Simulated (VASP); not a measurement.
# Nb in VASP: a series of runs

The runs below take Nb through single point, with PBE.

All numbers are computed with VASP 6.6.1; they aren't measurements. Logs are shortened: lines on timing, memory, paths and dates and some standing lists are left out, and cuts for length are marked.

**1. Starting point**

The cell holds a slab with vacuum, 7 atoms: a = 3.328 Å, b = 3.328 Å, c = 24.984 Å, α = 90.00°, β = 90.00°, γ = 90.00°.

The slab is cut from a database's or a generator's crystal, which needn't be the stable form of the element.

**2. Single point, PBE**

File INCAR:

```
SYSTEM = Nb
PREC = Accurate
ENCUT = 600
EDIFF = 1E-7
ISMEAR = -1
SIGMA = 0.05
LREAL = .False.
LASPH = .True.
NELM = 100
ALGO = Normal
ISIF = 2
LWAVE = .False.
LCHARG = .False.
LDIPOL = .True.
IDIPOL = 3
DIPOL = 0.5 0.5 0.500
GGA = PE
```

File KPOINTS:

```
Automatic mesh
0
Gamma
  6 6 1
  0 0 0
```

File POSCAR:

```
Nb
1.0
    3.3279000000      0.0000000000      0.0000000000
    0.0000000000      3.3279000000      0.0000000000
    0.0000000000      0.0000000000     24.9837000000
Nb
7
Direct
    0.5000000000      0.5000000000      0.3001957276
    0.0000000000      0.0000000000      0.3667971517
    0.5000000000      0.5000000000      0.4333985759
    0.0000000000      0.0000000000      0.5000000000
    0.5000000000      0.5000000000      0.5666014241
    0.0000000000      0.0000000000      0.6332028483
    0.5000000000      0.5000000000      0.6998042724
```

Potentials or basis: VASP PAW PBE potentials, release 54 (Nb_sv).

On the command line:

```bash
> cat potpaw_PBE.54/Nb_sv/POTCAR > POTCAR
> mpirun -np 1 vasp_std > vasp.out
```

OUTCAR:

```text
SYSTEM = Nb
   PREC = Accurate
   ENCUT = 600
   EDIFF = 1E-7
   ISMEAR = -1
   LREAL = .False.
   LASPH = .True.
   NELM = 100
   ISIF = 2
   GGA = PE

 ion  position               nearest neighbor table
   1  0.500  0.500  0.300-   2 2.88   2 2.88   2 2.88   2 2.88
   2  0.000  0.000  0.367-   1 2.88   1 2.88   1 2.88   1 2.88   3 2.88   3 2.88   3 2.88   3 2.88

   3  0.500  0.500  0.433-   4 2.88   4 2.88   4 2.88   4 2.88   2 2.88   2 2.88   2 2.88   2 2.88

   4  0.000  0.000  0.500-   3 2.88   5 2.88   3 2.88   5 2.88   3 2.88   5 2.88   3 2.88   5 2.88

   5  0.500  0.500  0.567-   4 2.88   4 2.88   4 2.88   4 2.88   6 2.88   6 2.88   6 2.88   6 2.88

   6  0.000  0.000  0.633-   7 2.88   7 2.88   7 2.88   7 2.88   5 2.88   5 2.88   5 2.88   5 2.88

   7  0.500  0.500  0.700-   6 2.88   6 2.88   6 2.88   6 2.88

  LATTYP: Found a simple tetragonal cell.
 ALAT       =     3.3279000000
 C/A-ratio  =     7.5073469756

  Lattice vectors:

 A1 = (   3.3279000000,   0.0000000000,   0.0000000000)
 A2 = (   0.0000000000,   3.3279000000,   0.0000000000)
 A3 = (   0.0000000000,   0.0000000000,  24.9837000000)

Analysis of symmetry for initial positions (statically):
=====================================================================
 Subroutine PRICEL returns:
 Original cell was already a primitive cell.

 Routine SETGRP: Setting up the symmetry group for a
 simple tetragonal supercell.

 Subroutine GETGRP returns: Found 16 space group operations
 (whereof 16 operations were pure point group operations)
 out of a pool of 16 trial point group operations.

The static configuration has the point symmetry D_4h.

Analysis of symmetry for dynamics (positions and initial velocities):
=====================================================================
 Subroutine PRICEL returns:
 Original cell was already a primitive cell.

 Routine SETGRP: Setting up the symmetry group for a
 simple tetragonal supercell.

 Subroutine GETGRP returns: Found 16 space group operations
 (whereof 16 operations were pure point group operations)
 out of a pool of 16 trial point group operations.

The dynamic configuration has the point symmetry D_4h.

 Subroutine INISYM returns: Found 16 space group operations
 (whereof 16 operations are pure point group operations),
 and found     1 'primitive' translations

----------------------------------------------------------------------------------------

                                     Primitive cell

  volume of cell :     276.6924

  direct lattice vectors                    reciprocal lattice vectors
     3.327900000  0.000000000  0.000000000     0.300489798  0.000000000  0.000000000
     0.000000000  3.327900000  0.000000000     0.000000000  0.300489798  0.000000000
     0.000000000  0.000000000 24.983700000     0.000000000  0.000000000  0.040026097

  length of vectors
     3.327900000  3.327900000 24.983700000     0.300489798  0.300489798  0.040026097

  position of ions in fractional coordinates (direct lattice)
     0.500000000  0.500000000  0.300195728
     0.000000000  0.000000000  0.366797152
     0.500000000  0.500000000  0.433398576
     0.000000000  0.000000000  0.500000000
     0.500000000  0.500000000  0.566601424
     0.000000000  0.000000000  0.633202848
     0.500000000  0.500000000  0.699804272

  ion indices of the primitive-cell ions
   primitive index   ion index
                 1           1
                 2           2
                 3           3
                 4           4
                 5           5
                 6           6
                 7           7

----------------------------------------------------------------------------------------

 KPOINTS: Automatic mesh

Automatic generation of k-mesh.
 Grid dimensions read from file:
 generate k-points for:    6    6    1

 Generating k-lattice:

  Cartesian coordinates                     Fractional coordinates (reciprocal lattice)
     0.050081633  0.000000000  0.000000000     0.166666667  0.000000000  0.000000000
     0.000000000  0.050081633  0.000000000     0.000000000  0.166666667  0.000000000
     0.000000000  0.000000000  0.040026097     0.000000000  0.000000000  1.000000000

  Length of vectors
     0.050081633  0.050081633  0.040026097

  Shift w.r.t. Gamma in fractional coordinates (k-lattice)
     0.000000000  0.000000000  0.000000000

 Subroutine IBZKPT returns following result:
 ===========================================

 Found     10 irreducible k-points:

 Following reciprocal coordinates:
            Coordinates               Weight
  0.000000  0.000000  0.000000      1.000000
  0.166667  0.000000  0.000000      4.000000
  0.333333  0.000000  0.000000      4.000000
  0.500000  0.000000  0.000000      2.000000
  0.166667  0.166667  0.000000      4.000000
  0.333333  0.166667  0.000000      8.000000
  0.500000  0.166667  0.000000      4.000000
  0.333333  0.333333  0.000000      4.000000
  0.500000  0.333333  0.000000      4.000000
  0.500000  0.500000  0.000000      1.000000
   k-points           NKPTS =     10   k-points in BZ     NKDIM =     10   number of bands    NBANDS=     54
   number of dos      NEDOS =    301   number of ions     NIONS =      7
   total plane-waves  NPLWV = 156800
   dimension x,y,z NGX =    28 NGY =   28 NGZ =  200
   dimension x,y,z NGXF=    56 NGYF=   56 NGZF=  400
   ions per type =               7
   NGX,Y,Z   is equivalent  to a cutoff of  13.99, 13.99, 13.31 a.u.
   NGXF,Y,Z  is equivalent  to a cutoff of  27.97, 27.97, 26.62 a.u.
 SYSTEM =  Nb
   PREC   = accura    normal or accurate (medium, high low for compatibility)
   ISTART =      0    job   : 0-new  1-cont  2-samecut
   ICHARG =      2    charge: 1-file 2-atom 10-const
   ISPIN  =      1    spin polarized calculation?
   LNONCOLLINEAR =      F non collinear calculations
   LSORBIT =      F    spin-orbit coupling
   LASPH  =      T    aspherical Exc in radial PAW
   ENCUT  =  600.0 eV  44.10 Ry    6.64 a.u.   6.65  6.65 49.90*2*pi/ulx,y,z
   NELM   =    100;   NELMIN=  2; NELMDL= -5     # of ELM steps
   EDIFF  = 0.1E-06   stopping-criterion for ELM
   LREAL  =      F    real-space projection
   EDIFFG = 0.1E-05   stopping-criterion for IOM
   NSW    =      0    number of steps for IOM
   IBRION =     -1    ionic relax: 0-MD 1-quasi-New 2-CG
   NFREE  =      0    steps in history (QN), initial steepest desc. (CG)
   ISIF   =      2    stress and relaxation
   ISYM   =      2    0-nonsym 1-usesym 2-fastsym
   POTIM  = 0.5000    time-step for ionic-motion
   TEBEG  =    0.0;   TEEND  =   0.0 temperature during run
   PSTRESS=    0.0 pullay stress
   NELECT =      91.0000    total number of electrons
   NUPDOWN=      -1.0000    fix difference up-down
   EMIN   =  10.00;   EMAX   =-10.00  energy-range for DOS
   EFERMI =   0.00;   METHOD = LEGACY
   ISMEAR =    -1;   SIGMA  =   0.05  broadening in eV -4-tet -1-fermi 0-gaus
   EFERMI_NEDOS =   21; number of points for ismear=-14 and -15
   IALGO  =     38    algorithm
   IMIX   =      4    mixing-type and parameters
     AMIX     =   0.40;   BMIX     =  1.00
     AMIX_MAG =   1.60;   BMIX_MAG =  1.00
  volume/ion in A,a.u.               =      39.53       266.74
  Fermi-wavevector in a.u.,A,eV,Ry     =   1.130029  2.135445 17.374166  1.276965
  Thomas-Fermi vector in A             =   2.266724
   LORBIT       =      0    0 simple, 1 ext, 2 COOP (PROOUT), +10 PAW based schemes
   GGA     = PE    functional components
   LHFCALC =     F    Hartree Fock is set to
   AEXX    =    0.0000 exact exchange contribution
   IVDW    =     0    specifies the selected vdW correction
   LEPSILON=     F    determine dielectric tensor
   LRPA    =     F    only Hartree local field effects (RPA)
 non-spin polarized calculation
  energy-cutoff  :      600.00
  volume of cell :      276.69
 maximum number of plane-waves:      9279
 NGX is ok and might be reduce to    28
   NGX = 13   NGY = 13   NGZ = 99

 dipolmoment           0.000000      0.000000     -0.000000 electrons x Angstroem

 number of electron      91.0000001 magnetization

 dipolmoment           0.000000      0.000000      0.000000 electrons x Angstroem

 Free energy of the ion-electron system (eV)
  ---------------------------------------------------
  ext. energy  EPLUGINS =         0.00000000
  ---------------------------------------------------
  free energy    TOTEN  =       -67.96194623 eV

  energy without entropy =      -67.87538379  energy(sigma->0) =      -67.91866501

 E-fermi :   3.3318     XC(G=0):  -6.7483

 val. band max:        3.3152336363   @ k =   0.5000   0.0000   0.0000
 cond. band min:       3.3383810778   @ k =   0.1667   0.0000   0.0000
 fundamental gap:      0.0231474416
 Fermi energy:         3.3318045795

 k-point     1 :       0.0000    0.0000    0.0000
  band No.  band energies     occupation
      1     -51.8325      2.00000
      2     -51.8324      2.00000
      3     -51.1828      2.00000
      4     -51.1479      2.00000
      5     -51.0368      2.00000
      6     -50.9354      2.00000
[... 46 lines left out ...]
     53       4.6592      0.00000
     54       4.7597      0.00000

 k-point     2 :       0.1667    0.0000    0.0000
  band No.  band energies     occupation
      1     -51.8255      2.00000
      2     -51.8255      2.00000
      3     -51.1615      2.00000
      4     -51.1352      2.00000
      5     -51.0320      2.00000
      6     -50.9426      2.00000
[... 46 lines left out ...]
     53       5.0329      0.00000
     54       5.0511      0.00000
[... 397 lines left out ...]
     53       5.3104      0.00000
     54       6.0737      0.00000

 k-point    10 :       0.5000    0.5000    0.0000
  band No.  band energies     occupation
      1     -51.7880      2.00000
      2     -51.7880      2.00000
      3     -51.0692      2.00000
      4     -51.0689      2.00000
      5     -50.9657      2.00000
      6     -50.9570      2.00000
[... 46 lines left out ...]
     53       5.9994      0.00000
     54       6.5230      0.00000

------------------------ aborting loop because EDIFF is reached ----------------------------------------

 vacuum level on the upper side and lower side of the slab       (xc-potential included)        -0.192        -0.192

  FORCE on cell =-STRESS in cart. coord.  units (eV):
  Direction    XX          YY          ZZ          XY          YZ          ZX
  --------------------------------------------------------------------------------------
  -------------------------------------------------------------------------------------
  Total       -7.8049255     -7.8049255     -6.0617006      0.0000000      0.0000000      0.0000000
  in kB      -45.1941325    -45.1941325    -35.1000530      0.0000000      0.0000000      0.0000000
  external PRESSURE =     -41.8294393 kB  Pullay stress =       0.0000000 kB

 VOLUME and BASIS-vectors are now :
 -----------------------------------------------------------------------------
  energy-cutoff  :      600.00
  volume of cell :      276.69
      direct lattice vectors                 reciprocal lattice vectors
     3.327900000  0.000000000  0.000000000     0.300489798  0.000000000  0.000000000
     0.000000000  3.327900000  0.000000000     0.000000000  0.300489798  0.000000000
     0.000000000  0.000000000 24.983700000     0.000000000  0.000000000  0.040026097

 POSITION                                       TOTAL-FORCE (eV/Angst)
 -----------------------------------------------------------------------------------
      1.66395      1.66395      7.50000         0.000000      0.000000      1.323671
      0.00000      0.00000      9.16395         0.000000     -0.000000     -0.877339
      1.66395      1.66395     10.82790        -0.000000      0.000000     -0.410738
      0.00000      0.00000     12.49185         0.000000     -0.000000      0.000000
      1.66395      1.66395     14.15580        -0.000000     -0.000000      0.410738
      0.00000      0.00000     15.81975         0.000000     -0.000000      0.877339
      1.66395      1.66395     17.48370         0.000000     -0.000000     -1.323671
 -----------------------------------------------------------------------------------
    total drift:                                0.000000      0.000000      0.000000

  FREE ENERGIE OF THE ION-ELECTRON SYSTEM (eV)
  ---------------------------------------------------
  free  energy   TOTEN  =       -67.9619462319 eV

  energy  without entropy=      -67.8753837935  energy(sigma->0) =      -67.91866501

 vacuum level on the upper side and lower side of the slab         6.862         6.862
```

It took 8.7 min on 1 thread of Intel Xeon Platinum 8259CL at 2.50GHz (Skylake/Cascade Lake), shared host; peak memory 0.44 GiB.

Results:

```
Free energy            : -67.9619 eV
Largest force          : 1.324 eV/Å
Band gap on the k mesh : none (metal or under the smearing width)
```

Forces on the atoms (eV/Å):
```
Nb   0.000  0.000  1.324
Nb   0.000  0.000 -0.877
Nb   0.000  0.000 -0.411
Nb   0.000  0.000  0.000
Nb   0.000  0.000  0.411
Nb   0.000  0.000  0.877
Nb   0.000  0.000 -1.324
```

**3. Single point, PBE**

INCAR is that of step 2.

KPOINTS is that of step 2.

POSCAR is that of step 2.

Potentials or basis: VASP PAW PBE potentials, release 54 (Nb_pv).

On the command line:

```bash
> cat potpaw_PBE.54/Nb_pv/POTCAR > POTCAR
> mpirun -np 1 vasp_std > vasp.out
```

Run time: 10 min. Hardware: 1 thread of Intel Xeon Platinum 8259CL at 2.50GHz (Skylake/Cascade Lake), shared host; peak memory 0.44 GiB.

Results (log left out):

```yaml
Free_energy: -67.1903 eV
Largest_force: 1.208 eV/Å
Band_gap_on_the_k_mesh: none (metal or under the smearing width)
```

Forces in eV/Å, atoms in the order of the input:
```
Nb   0.000  0.000  1.208
Nb   0.000  0.000 -0.911
Nb   0.000  0.000 -0.406
Nb   0.000  0.000  0.000
Nb   0.000  0.000  0.406
Nb   0.000  0.000  0.911
Nb   0.000  0.000 -1.208
```

Levels at points of the mesh, in eV from the Fermi level:
| k point | band 34 | band 35 | band 36 | band 37 | band 38 | band 39 | band 40 | band 41 | band 42 | band 43 |
| --- | --- | --- | --- | --- | --- | --- | --- | --- | --- | --- |
| (0.00, 0.00, 0.00) | 0.06 | 0.07 | 0.14 | 0.14 | 0.17 | 0.17 | 0.34 | 0.34 | 0.34 | 0.68 |
| (0.50, 0.00, 0.00) | -0.94 | -0.71 | -0.70 | -0.08 | -0.02 | 0.08 | 0.23 | 0.40 | 0.76 | 1.11 |
| (0.50, 0.50, 0.00) | -1.40 | -1.13 | -1.13 | -0.30 | -0.30 | 0.84 | 0.84 | 2.05 | 2.07 | 2.34 |
